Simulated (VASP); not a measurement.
# KCl (I4/mmm) in VASP: further runs

One crystal, KCl, is run at these levels: PBE, HSE06; tasks: single point.

Everything below comes from runs of VASP 6.6.1. Logs are shortened: lines on timing, memory, paths and dates and some standing lists are left out, and cuts for length are marked.

**1. The cell of the first run**

Symmetry: I4/mmm, No. 139, tetragonal system. The conventional cell has a = 4.270 Å, b = 4.270 Å, c = 6.357 Å, α = 90.00°, β = 90.00°, γ = 90.00°. Around K (site symmetry 4/mmm) lie 6 Cl at 3.02 to 3.18 Å. Cl (site symmetry 4/mmm) has 6 K at 3.02 to 3.18 Å as nearest neighbours.

The cell was built by a generator and needn't be a form met in nature.

**2. Single point, PBE (epitaxial_xy strain -4.0%)**

INCAR reads:

```
ALGO = Normal
EDIFF = 1E-6
ENCUT = 520
GGA = PE
ISIF = 2
ISMEAR = -1
LASPH = T
LCHARG = F
LREAL = F
LWAVE = F
NBANDS = 15
NELM = 80
PREC = Accurate
SIGMA = 0.02
```

KPOINTS reads:

```
k-points
0
Gamma
  8 8 8
```

POSCAR reads:

```
KCl
1.0
    0.0000000000      3.0190543798      3.1785270824
    3.0190543798      0.0000000000      3.1785270824
    3.0190543798      3.0190543798      0.0000000000
K Cl
1 1
Direct
    0.0000000000      0.0000000000      0.0000000000
    0.5000000000      0.5000000000      0.5000000000
```

Potentials or basis: VASP PAW PBE potentials, release 64 (K_sv, Cl).

Command:

```
> cat potpaw_PBE.64/K_sv/POTCAR potpaw_PBE.64/Cl/POTCAR > POTCAR
> mpirun -np 1 vasp_std > vasp.out
```

OUTCAR:

```text
EDIFF = 1E-6
   ENCUT = 520
   GGA = PE
   ISIF = 2
   ISMEAR = -1
   LASPH = T
   LREAL = F
   NELM = 80
   PREC = Accurate

 ion  position               nearest neighbor table
   1  0.000  0.000  0.000-   2 3.02   2 3.02   2 3.02   2 3.02   2 3.18   2 3.18
   2  0.500  0.500  0.500-   1 3.02   1 3.02   1 3.02   1 3.02   1 3.18   1 3.18

  LATTYP: Found a body centered tetragonal cell.
 ALAT       =     4.2695876495
 C/A-ratio  =     1.4889152505

  Lattice vectors:

 A1 = (  -3.0190543798,   0.0000000000,   3.1785270824)
 A2 = (   3.0190543798,   0.0000000000,   3.1785270824)
 A3 = (   0.0000000000,   3.0190543798,  -3.1785270824)

Analysis of symmetry for initial positions (statically):
=====================================================================
 Subroutine PRICEL returns:
 Original cell was already a primitive cell.

 Routine SETGRP: Setting up the symmetry group for a
 body centered tetragonal supercell.

 Subroutine GETGRP returns: Found 16 space group operations
 (whereof 16 operations were pure point group operations)
 out of a pool of 16 trial point group operations.

The static configuration has the point symmetry D_4h.

Analysis of symmetry for dynamics (positions and initial velocities):
=====================================================================
 Subroutine PRICEL returns:
 Original cell was already a primitive cell.

 Routine SETGRP: Setting up the symmetry group for a
 body centered tetragonal supercell.

 Subroutine GETGRP returns: Found 16 space group operations
 (whereof 16 operations were pure point group operations)
 out of a pool of 16 trial point group operations.

The dynamic configuration has the point symmetry D_4h.

 Subroutine INISYM returns: Found 16 space group operations
 (whereof 16 operations are pure point group operations),
 and found     1 'primitive' translations

----------------------------------------------------------------------------------------

                                     Primitive cell

  volume of cell :      57.9426

  direct lattice vectors                    reciprocal lattice vectors
     0.000000000  3.019054380  3.178527082    -0.165614771  0.165614771  0.157305565
     3.019054380  0.000000000  3.178527082     0.165614771 -0.165614771  0.157305565
     3.019054380  3.019054380  0.000000000     0.165614771  0.165614771 -0.157305565

  length of vectors
     4.383802432  4.383802432  4.269587649     0.282137459  0.282137459  0.282137459

  position of ions in fractional coordinates (direct lattice)
     0.000000000  0.000000000  0.000000000
     0.500000000  0.500000000  0.500000000

  ion indices of the primitive-cell ions
   primitive index   ion index
                 1           1
                 2           2

----------------------------------------------------------------------------------------

 KPOINTS: k-points

Automatic generation of k-mesh.
 Grid dimensions read from file:
 generate k-points for:    8    8    8

 Generating k-lattice:

  Cartesian coordinates                     Fractional coordinates (reciprocal lattice)
    -0.020701846  0.020701846  0.019663196     0.125000000  0.000000000  0.000000000
     0.020701846 -0.020701846  0.019663196     0.000000000  0.125000000  0.000000000
     0.020701846  0.020701846 -0.019663196     0.000000000  0.000000000  0.125000000

  Length of vectors
     0.035267182  0.035267182  0.035267182

  Shift w.r.t. Gamma in fractional coordinates (k-lattice)
     0.000000000  0.000000000  0.000000000

 Subroutine IBZKPT returns following result:
 ===========================================

 Found     59 irreducible k-points:

 Following reciprocal coordinates:
            Coordinates               Weight
  0.000000  0.000000  0.000000      1.000000
  0.125000 -0.000000  0.000000      8.000000
  0.250000 -0.000000  0.000000      8.000000
  0.375000 -0.000000  0.000000      8.000000
  0.500000 -0.000000  0.000000      4.000000
  0.125000  0.125000  0.000000      2.000000
[... 16 lines left out ...]
  0.250000 -0.000000  0.125000     16.000000
  0.375000  0.000000  0.125000     16.000000
 [... further k-points ...]
   k-points           NKPTS =     59   k-points in BZ     NKDIM =     59   number of bands    NBANDS=     15
   number of dos      NEDOS =    301   number of ions     NIONS =      2
   total plane-waves  NPLWV =  41472
   dimension x,y,z NGX =    36 NGY =   36 NGZ =   32
   dimension x,y,z NGXF=    72 NGYF=   72 NGZF=   64
   ions per type =               1   1
   NGX,Y,Z   is equivalent  to a cutoff of  13.65, 13.65, 12.46 a.u.
   NGXF,Y,Z  is equivalent  to a cutoff of  27.30, 27.30, 24.92 a.u.
 SYSTEM =  unknown system
   PREC   = accura    normal or accurate (medium, high low for compatibility)
   ISTART =      0    job   : 0-new  1-cont  2-samecut
   ICHARG =      2    charge: 1-file 2-atom 10-const
   ISPIN  =      1    spin polarized calculation?
   LNONCOLLINEAR =      F non collinear calculations
   LSORBIT =      F    spin-orbit coupling
   LASPH  =      T    aspherical Exc in radial PAW
   ENCUT  =  520.0 eV  38.22 Ry    6.18 a.u.   8.15  8.15  7.94*2*pi/ulx,y,z
   NELM   =     80;   NELMIN=  2; NELMDL= -5     # of ELM steps
   EDIFF  = 0.1E-05   stopping-criterion for ELM
   LREAL  =      F    real-space projection
   EDIFFG = 0.1E-04   stopping-criterion for IOM
   NSW    =      0    number of steps for IOM
   IBRION =     -1    ionic relax: 0-MD 1-quasi-New 2-CG
   NFREE  =      0    steps in history (QN), initial steepest desc. (CG)
   ISIF   =      2    stress and relaxation
   ISYM   =      2    0-nonsym 1-usesym 2-fastsym
   POTIM  = 0.5000    time-step for ionic-motion
   TEBEG  =    0.0;   TEEND  =   0.0 temperature during run
   PSTRESS=    0.0 pullay stress
   NELECT =      16.0000    total number of electrons
   NUPDOWN=      -1.0000    fix difference up-down
   EMIN   =  10.00;   EMAX   =-10.00  energy-range for DOS
   EFERMI =   0.00;   METHOD = LEGACY
   ISMEAR =    -1;   SIGMA  =   0.02  broadening in eV -4-tet -1-fermi 0-gaus
   EFERMI_NEDOS =   21; number of points for ismear=-14 and -15
   IALGO  =     38    algorithm
   IMIX   =      4    mixing-type and parameters
     AMIX     =   0.40;   BMIX     =  1.00
     AMIX_MAG =   1.60;   BMIX_MAG =  1.00
  volume/ion in A,a.u.               =      28.97       195.51
  Fermi-wavevector in a.u.,A,eV,Ry     =   1.066061  2.014564 15.462844  1.136487
  Thomas-Fermi vector in A             =   2.201633
   LORBIT       =      0    0 simple, 1 ext, 2 COOP (PROOUT), +10 PAW based schemes
   GGA     = PE    functional components
   LHFCALC =     F    Hartree Fock is set to
   AEXX    =    0.0000 exact exchange contribution
   IVDW    =     0    specifies the selected vdW correction
   LEPSILON=     F    determine dielectric tensor
   LRPA    =     F    only Hartree local field effects (RPA)
 non-spin polarized calculation
  energy-cutoff  :      520.00
  volume of cell :       57.94
 maximum number of plane-waves:      1588
 NGX is ok and might be reduce to    36
   NGX = 17   NGY = 17   NGZ = 15

 number of electron      15.9999999 magnetization

 Free energy of the ion-electron system (eV)
  ---------------------------------------------------
  ext. energy  EPLUGINS =         0.00000000
  ---------------------------------------------------
  free energy    TOTEN  =        -6.74277352 eV

  energy without entropy =       -6.74277352  energy(sigma->0) =       -6.74277352

 E-fermi :  -1.0971     XC(G=0):  -7.8368

 val. band max:       -1.5169163202   @ k =   0.0000   0.0000   0.0000
 cond. band min:       3.8977725439   @ k =   0.0000   0.0000   0.0000
 fundamental gap:      5.4146888641
 Fermi energy:        -1.0971375884

 k-point     1 :       0.0000    0.0000    0.0000
  band No.  band energies     occupation
      1     -28.5582      2.00000
      2     -13.7444      2.00000
      3     -12.0226      2.00000
      4     -12.0226      2.00000
      5     -12.0212      2.00000
      6      -1.5682      2.00000
      7      -1.5169      2.00000
      8      -1.5169      2.00000
      9       3.8978      0.00000
     10       6.6505      0.00000
     11       6.9975      0.00000
     12       6.9975      0.00000
     13       7.6960      0.00000
     14       7.9148      0.00000
     15      11.7181      0.00000

 k-point     2 :       0.1250   -0.0000    0.0000
  band No.  band energies     occupation
      1     -28.5558      2.00000
      2     -13.7827      2.00000
      3     -12.0249      2.00000
      4     -12.0226      2.00000
      5     -11.9734      2.00000
      6      -1.7501      2.00000
      7      -1.6100      2.00000
      8      -1.5811      2.00000
      9       4.2956      0.00000
     10       6.7126      0.00000
     11       7.0417      0.00000
     12       7.2010      0.00000
     13       7.9320      0.00000
     14       8.1649      0.00000
     15      12.3380      0.00000

 k-point     3 :       0.2500   -0.0000    0.0000
  band No.  band energies     occupation
      1     -28.5503      2.00000
      2     -13.8680      2.00000
      3     -12.0331      2.00000
      4     -12.0225      2.00000
      5     -11.8619      2.00000
      6      -2.1974      2.00000
      7      -1.7491      2.00000
      8      -1.7296      2.00000
      9       5.2089      0.00000
     10       6.7192      0.00000
     11       7.6009      0.00000
     12       7.7818      0.00000
     13       8.5805      0.00000
     14       8.8531      0.00000
     15      12.4463      0.00000
[... 343 lines left out ...]
 k-point    23 :       0.2500   -0.0000    0.1250
  band No.  band energies     occupation
      1     -28.5503      2.00000
      2     -13.8476      2.00000
      3     -12.0437      2.00000
      4     -12.0380      2.00000
      5     -11.8714      2.00000
      6      -2.1641      2.00000
      7      -1.7166      2.00000
      8      -1.6778      2.00000
      9       5.0666      0.00000
     10       6.2698      0.00000
     11       7.7268      0.00000
     12       8.0001      0.00000
     13       8.2571      0.00000
     14       9.0796      0.00000
     15      12.6579      0.00000

 k-point    24 :       0.3750    0.0000    0.1250
  band No.  band energies     occupation
      1     -28.5448      2.00000
      2     -13.9034      2.00000
      3     -12.0502      2.00000
      4     -12.0396      2.00000
      5     -11.8070      2.00000
      6      -2.4617      2.00000
      7      -1.8717      2.00000
      8      -1.8142      2.00000
      9       5.8912      0.00000
     10       6.5207      0.00000
     11       8.4910      0.00000
     12       8.7991      0.00000
     13       8.9608      0.00000
     14       9.6817      0.00000
     15      11.4752      0.00000

 [... further k-points ...]

------------------------ aborting loop because EDIFF is reached ----------------------------------------

  FORCE on cell =-STRESS in cart. coord.  units (eV):
  Direction    XX          YY          ZZ          XY          YZ          ZX
  --------------------------------------------------------------------------------------
  -------------------------------------------------------------------------------------
  Total        1.2868650      1.2868650      0.3379546      0.0000000      0.0000000      0.0000000
  in kB       35.5832639     35.5832639      9.3448241      0.0000000      0.0000000      0.0000000
  external PRESSURE =      26.8371173 kB  Pullay stress =       0.0000000 kB

 VOLUME and BASIS-vectors are now :
 -----------------------------------------------------------------------------
  energy-cutoff  :      520.00
  volume of cell :       57.94
      direct lattice vectors                 reciprocal lattice vectors
     0.000000000  3.019054380  3.178527082    -0.165614771  0.165614771  0.157305565
     3.019054380  0.000000000  3.178527082     0.165614771 -0.165614771  0.157305565
     3.019054380  3.019054380  0.000000000     0.165614771  0.165614771 -0.157305565

 POSITION                                       TOTAL-FORCE (eV/Angst)
 -----------------------------------------------------------------------------------
      0.00000      0.00000      0.00000         0.000000     -0.000000      0.000000
      3.01905      3.01905      3.17853        -0.000000      0.000000      0.000000
 -----------------------------------------------------------------------------------
    total drift:                                0.000000      0.000000      0.000000

  FREE ENERGIE OF THE ION-ELECTRON SYSTEM (eV)
  ---------------------------------------------------
  free  energy   TOTEN  =        -6.7427735162 eV

  energy  without entropy=       -6.7427735162  energy(sigma->0) =       -6.74277352
```

It took 39 s on 1 thread of Intel Xeon 6975P-C (Granite Rapids), shared host; peak memory 0.19 GiB.

Results:

```
Free energy            : -6.7428 eV
Pressure               : 2.7 GPa
Band gap on the k mesh : 5.41 eV, direct
```

Levels at points of the mesh, in eV from the valence-band top:
```
           k point  band 6  band 7  band 8  band 9  band 10  band 11
(0.00, 0.00, 0.00)   -0.05    0.00    0.00    5.41     8.17     8.51
(0.50, 0.00, 0.00)   -1.21   -0.41   -0.41    7.78     8.86    10.73
(0.50, 0.50, 0.00)   -0.79   -0.21   -0.21    6.49     8.66    10.28
(0.50, 0.00, 0.50)   -0.68   -0.28   -0.27    6.42     8.67    10.43
```

A k mesh can miss the band edges.

**3. Single point, HSE06 (shear_111 strain +4.0%)**

POSCAR reads:

```
KCl
1.0
    0.0838626217      3.2287109339      3.2287109339
    3.2287109339      0.0838626217      3.2287109339
    3.2287109339      3.2287109339      0.0838626217
K Cl
1 1
Direct
    0.0000000000      0.0000000000      0.0000000000
    0.5000000000      0.5000000000      0.5000000000
```

INCAR.step1 reads:

```
SYSTEM = KCl
ALGO = Normal
EDIFF = 1E-5
ENCUT = 520
GGA = PE
ISIF = 2
ISMEAR = 0
LASPH = .True.
LCHARG = .False.
LREAL = .False.
LWAVE = .True.
NBANDS = 15
NELM = 60
PREC = Accurate
SIGMA = 0.01
```

INCAR.step2 reads:

```
SYSTEM = KCl
ALGO = Normal
EDIFF = 1E-6
ENCUT = 520
GGA = PE
HFSCREEN = 0.2079
ISIF = 2
ISMEAR = 0
ISTART = 1
LASPH = .True.
LCHARG = .False.
LHFCALC = .True.
LREAL = .False.
LWAVE = .False.
NBANDS = 15
NELM = 60
PREC = Accurate
PRECFOCK = Normal
SIGMA = 0.01
```

KPOINTS reads:

```
k-points
0
Gamma
  6 6 6
  0 0 0
```

Potentials or basis: VASP PAW PBE potentials, release 64 (K_sv, Cl).

Command:

```
> cat potpaw_PBE.64/K_sv/POTCAR potpaw_PBE.64/Cl/POTCAR > POTCAR
> cp INCAR.step1 INCAR
> mpirun -np 1 vasp_std > vasp.out
> cp INCAR.step2 INCAR
> mpirun -np 1 vasp_std > vasp.out
```

Wall time 67 min (1 thread of Intel Xeon 6975P-C (Granite Rapids), shared host); peak memory 0.34 GiB.

The run converged. Its results:

* Free energy: -7.8651 eV
* Pressure: -0.2 GPa
* Band gap on the k mesh: 6.32 eV, direct

Stress tensor (GPa, compression positive):
```
-0.21 -0.19 -0.19
-0.19 -0.21 -0.19
-0.19 -0.19 -0.21
```

Levels at points of the mesh, in eV from the valence-band top:
```tsv
k point	band 6	band 7	band 8	band 9	band 10	band 11
(0.00, 0.00, 0.00)	-0.08	0.00	0.00	6.32	9.64	9.97
(0.50, 0.00, 0.00)	-1.05	-0.38	-0.31	8.75	9.93	12.03
(0.50, 0.50, 0.00)	-0.70	-0.29	-0.22	7.88	9.60	11.22
(0.50, 0.50, 0.50)	-1.07	-0.27	-0.27	8.76	9.75	12.06
```

Caveat: the PAW data sets were made with another functional, which shifts forces and pressure a little.
